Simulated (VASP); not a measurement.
# Mo (Im-3m) in VASP: relaxation of cell and atoms with r2SCAN

Aim: the relaxation of cell and atoms of Mo with r2SCAN.

Everything below comes from runs of VASP 6.6.1. Logs are shortened: lines on timing, memory, paths and dates and some standing lists are left out, and cuts for length are marked.

### 1 Starting point

Symmetry: Im-3m, No. 229, cubic system. Conventional cell: a = 3.160 Å, b = 3.160 Å, c = 3.160 Å, α = 90.00°, β = 90.00°, γ = 90.00°. Mo (site symmetry m-3m) is surrounded by 8 Mo at 2.74 Å.

The cell was built by a generator and needn't be a form met in nature.

### 2 Relaxation of cell and atoms, r2SCAN

The input, INCAR:

```
PREC     = Accurate       # precision mode
ENCUT    = 600            # plane-wave cutoff, eV
EDIFF    = 1E-7           # SCF threshold, eV
ISMEAR   = 1              # smearing method
SIGMA    = 0.2            # smearing width, eV
LREAL    = False          # projectors in reciprocal space
LASPH    = True           # aspherical terms in the spheres
NELM     = 80             # most SCF steps
ALGO     = Normal         # electronic algorithm
ISIF     = 3              # what is computed and relaxed
LWAVE    = False          # write WAVECAR
LCHARG   = False          # write CHGCAR
METAGGA  = R2SCAN         # meta-GGA
LMIXTAU  = True         
IBRION   = 2              # ionic algorithm
NSW      = 40             # ionic steps
EDIFFG   = -0.01          # ionic threshold
KPAR     = 8
```

The input, KPOINTS:

```
Automatic mesh
0
Gamma
  24 24 24
```

The input, POSCAR:

```
Mo
1.0
   -1.5800000000      1.5800000000      1.5800000000
    1.5800000000     -1.5800000000      1.5800000000
    1.5800000000      1.5800000000     -1.5800000000
Mo
1
Direct
    0.0000000000      0.0000000000      0.0000000000
```

Potentials or basis: VASP PAW PBE potentials, release 64 (Mo_sv).

The run is started by

```
$ cat potpaw_PBE.64/Mo_sv/POTCAR > POTCAR
$ mpirun -np 8 vasp_std > vasp.out
```

OUTCAR:

```text
PREC = Accurate
   ENCUT = 600
   EDIFF = 1E-7
   ISMEAR = 1
   LREAL = False
   LASPH = True
   NELM = 80
   ISIF = 3
   METAGGA = R2SCAN
   IBRION = 2
   NSW = 40
   EDIFFG = -0.01

 ion  position               nearest neighbor table
   1  0.000  0.000  0.000-

  LATTYP: Found a body centered cubic cell.
 ALAT       =     3.1600000000

  Lattice vectors:

 A1 = (  -1.5800000000,   1.5800000000,   1.5800000000)
 A2 = (   1.5800000000,  -1.5800000000,   1.5800000000)
 A3 = (   1.5800000000,   1.5800000000,  -1.5800000000)

Analysis of symmetry for initial positions (statically):
=====================================================================
 Subroutine PRICEL returns:
 Original cell was already a primitive cell.

 Routine SETGRP: Setting up the symmetry group for a
 body centered cubic supercell.

 Subroutine GETGRP returns: Found 48 space group operations
 (whereof 48 operations were pure point group operations)
 out of a pool of 48 trial point group operations.

The static configuration has the point symmetry O_h .

Analysis of symmetry for dynamics (positions and initial velocities):
=====================================================================
 Subroutine PRICEL returns:
 Original cell was already a primitive cell.

 Routine SETGRP: Setting up the symmetry group for a
 body centered cubic supercell.

 Subroutine GETGRP returns: Found 48 space group operations
 (whereof 48 operations were pure point group operations)
 out of a pool of 48 trial point group operations.

The dynamic configuration has the point symmetry O_h .

 Subroutine INISYM returns: Found 48 space group operations
 (whereof 48 operations are pure point group operations),
 and found     1 'primitive' translations

----------------------------------------------------------------------------------------

                                     Primitive cell

  volume of cell :      15.7772

  direct lattice vectors                    reciprocal lattice vectors
    -1.580000000  1.580000000  1.580000000     0.000000000  0.316455696  0.316455696
     1.580000000 -1.580000000  1.580000000     0.316455696  0.000000000  0.316455696
     1.580000000  1.580000000 -1.580000000     0.316455696  0.316455696  0.000000000

  length of vectors
     2.736640276  2.736640276  2.736640276     0.447535937  0.447535937  0.447535937

[... 99 lines left out ...]
  volume/ion in A,a.u.               =      15.78       106.47
  Fermi-wavevector in a.u.,A,eV,Ry     =   1.573163  2.972847 33.672273  2.474842
  Thomas-Fermi vector in A             =   2.674489
   LORBIT       =      0    0 simple, 1 ext, 2 COOP (PROOUT), +10 PAW based schemes
   METAGGA = R2SCAN    functional components
   LHFCALC =     F    Hartree Fock is set to
   AEXX    =    0.0000 exact exchange contribution
   IVDW    =     0    specifies the selected vdW correction
   LEPSILON=     F    determine dielectric tensor
   LRPA    =     F    only Hartree local field effects (RPA)
 conjugate gradient relaxation of ions
 non-spin polarized calculation
 Methfessel and Paxton  Order N= 1 SIGMA  =   0.20
  energy-cutoff  :      600.00
  volume of cell :       15.78
 maximum number of plane-waves:       543
 NGX is ok and might be reduce to    24
   NGX = 11   NGY = 11   NGZ = 11

--------------------------------------- Ionic step        1  -------------------------------------------

 number of electron      14.0000002 magnetization

 Free energy of the ion-electron system (eV)
  ---------------------------------------------------
  ext. energy  EPLUGINS =         0.00000000
  ---------------------------------------------------
  free energy    TOTEN  =       -26.07550792 eV

  energy without entropy =      -26.07501666  energy(sigma->0) =      -26.07534417

------------------------ aborting loop because EDIFF is reached ----------------------------------------

  FORCE on cell =-STRESS in cart. coord.  units (eV):
  Direction    XX          YY          ZZ          XY          YZ          ZX
  --------------------------------------------------------------------------------------
  -------------------------------------------------------------------------------------
  Total       -0.1241420     -0.1241420     -0.1241420     -0.0000000     -0.0000000     -0.0000000
  in kB      -12.6066010    -12.6066010    -12.6066010     -0.0000000     -0.0000000     -0.0000000
  external PRESSURE =     -12.6066010 kB  Pullay stress =       0.0000000 kB
[... 57 lines left out ...]
--------------------------------------- Ionic step        3  -------------------------------------------

 number of electron      14.0000002 magnetization

 Free energy of the ion-electron system (eV)
  ---------------------------------------------------
  ext. energy  EPLUGINS =         0.00000000
  ---------------------------------------------------
  free energy    TOTEN  =       -26.07580200 eV

  energy without entropy =      -26.07530486  energy(sigma->0) =      -26.07563629

 E-fermi :  12.5341     XC(G=0): -14.6091

 val. band max:       12.5302590717   @ k =  -0.2083   0.2917   0.0833
 cond. band min:      12.5355088155   @ k =   0.1250   0.0833  -0.0000
 fundamental gap:      0.0052497438
 Fermi energy:        12.5340551712

 k-point     1 :       0.0000    0.0000    0.0000
  band No.  band energies     occupation
      1     -50.7526      2.00000
      2     -23.2352      2.00000
      3     -23.2352      2.00000
      4     -23.2352      2.00000
      5       4.8265      2.00000
      6      11.0593      2.00000
      7      11.0593      2.00000
      8      11.0593      2.00000
      9      14.3767     -0.00000
     10      14.3767     -0.00000
     11      27.9649      0.00000
[... 309 lines left out ...]
 k-point    24 :       0.4583    0.0417    0.0000
  band No.  band energies     occupation
      1     -50.4647      2.00000
      2     -24.7061      2.00000
      3     -23.7106      2.00000
      4     -23.2581      2.00000
      5       6.9696      2.00000
      6       8.9369      2.00000
      7      13.6562     -0.00000
      8      14.3380     -0.00000
      9      15.2269     -0.00000
     10      17.4706      0.00000
     11      24.6491      0.00000

 [... further k-points ...]

------------------------ aborting loop because EDIFF is reached ----------------------------------------

  FORCE on cell =-STRESS in cart. coord.  units (eV):
  Direction    XX          YY          ZZ          XY          YZ          ZX
  --------------------------------------------------------------------------------------
  -------------------------------------------------------------------------------------
  Total        0.0004799      0.0004799      0.0004799     -0.0000000     -0.0000000      0.0000000
  in kB        0.0489591      0.0489591      0.0489591     -0.0000000     -0.0000000      0.0000000
  external PRESSURE =       0.0489591 kB  Pullay stress =       0.0000000 kB
[... 16 lines left out ...]
  FREE ENERGIE OF THE ION-ELECTRON SYSTEM (eV)
  ---------------------------------------------------
  free  energy   TOTEN  =       -26.0758020028 eV

  energy  without entropy=      -26.0753048598  energy(sigma->0) =      -26.07563629

 reached required accuracy - stopping structural energy minimisation
```

CONTCAR:

```text
Mo
   1.00000000000000
    -1.5775314539216627    1.5775314539216627    1.5775314539216627
     1.5775314539216627   -1.5775314539216627    1.5775314539216627
     1.5775314539216627    1.5775314539216627   -1.5775314539216627
  Mo
     1
Direct
     0.0000000000000000    0.0000000000000000    0.0000000000000000

  0.00000000E+00  0.00000000E+00  0.00000000E+00
```

Wall time 1.7 min (8 MPI ranks of Intel Xeon Platinum 8259CL at 2.50GHz (Skylake/Cascade Lake), shared host); peak memory 0.24 GiB.

Results:

```yaml
Free_energy: -26.0758 eV
Relaxed_volume: 15.70 Å³/atom
Relaxed_cell: a = 2.732 Å, b = 2.732 Å, c = 2.732 Å, α = 109.47°, β = 109.47°, γ = 109.47°
Space_group_after_relaxing_to_0.05_Å: Im-3m (No. 229)
Energy_gained_by_relaxing: 0.3 meV/atom
Ionic_steps: 3
Pressure_after_relaxing: 0.0 GPa
Band_gap_on_the_k_mesh: none (metal or under the smearing width)
```

The path:
| step | energy change (eV) | largest force (eV/Å) | pressure (GPa) | volume (Å³) |
| --- | --- | --- | --- | --- |
| 1 | 0.0000 | 0.0000 | -1.26 | 15.78 |
| 2 | 0.0021 | 0.0000 | 3.73 | 15.50 |
| 3 | -0.0003 | 0.0000 | 0.00 | 15.70 |

Final structure:
```xyz
1
Lattice="-1.5775 1.5775 1.5775 1.5775 -1.5775 1.5775 1.5775 1.5775 -1.5775" Properties=species:S:1:pos:R:3 pbc="T T T"
Mo    0.0000    0.0000    0.0000
```

Caveat: the PAW data sets were made with another functional, which shifts forces and pressure a little.
